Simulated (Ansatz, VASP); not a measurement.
## Two plane-wave programs on Ge

```
CELL_PARAMETERS angstrom
0.00000 2.74564 2.74564
2.74564 0.00000 2.74564
2.74564 2.74564 0.00000
ATOMIC_POSITIONS crystal
Ge 0.50000 0.50000 0.50000
Ge 0.75000 0.75000 0.75000
```

Alike in both runs: task single point; functional PBE; k mesh 12 × 12 × 12; occupations gaussian, width 0.1 eV; no spin polarisation.

|  | VASP | Ansatz |
| --- | --- | --- |
| version | VASP 6.6.1 | Ansatz 0.2.0 |
| potentials or method | VASP PAW PBE potentials, release 64 (Ge_d) | scalar-relativistic, plane waves, PAW |
| plane-wave cutoff (eV) | 520 | 420 |
| valence electrons in the cell | 28 | 28 |

VASP gave:

```
gap on the k mesh at the Fermi level (eV) : 0.43
least direct gap on the mesh (eV)         : 0.88
pressure (GPa)                            : 11.9
```

**Question.** What did Ansatz give for the same quantities?

**Answer.** gap on the k mesh at the Fermi level (eV): 0.43; least direct gap on the mesh (eV): 0.87; pressure (GPa): 12.0.

With one functional, cell and mesh, what is left measures potentials, basis and numerics.
